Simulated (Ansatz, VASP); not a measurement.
One calculation of Se, two programs

```xyz
2
Lattice="0.0000 3.2425 3.2425 3.2425 0.0000 3.2425 3.2425 3.2425 0.0000" Properties=species:S:1:pos:R:3 pbc="T T T"
Se    1.6213    1.6213    1.6213
Se    0.0000    0.0000    0.0000
```

Alike in both runs: task single point; functional PBEsol; k mesh 6 × 6 × 6; occupations gaussian, width 0.1 eV; no spin polarisation.

|  | VASP | Ansatz |
| --- | --- | --- |
| version | VASP 6.6.1 | Ansatz 0.2.0 |
| potentials or method | VASP PAW PBE potentials, release 64 (Se) | scalar-relativistic, plane waves, PAW |
| plane-wave cutoff (eV) | 520 | 420 |
| valence electrons in the cell | 12 | 32 |

Ansatz gave:

* gap on the k mesh at the Fermi level (eV): none
* pressure (GPa): -4.3

Q: What did VASP give for the same quantities?

A: gap on the k mesh at the Fermi level (eV): none; pressure (GPa): -4.2.

A gap of «none» marks a metal or a gap that the smearing closes. The two sets of potentials don't hold the same shells in valence.

Caveats: the PAW data sets were made with another functional, which shifts forces and pressure a little (VASP).
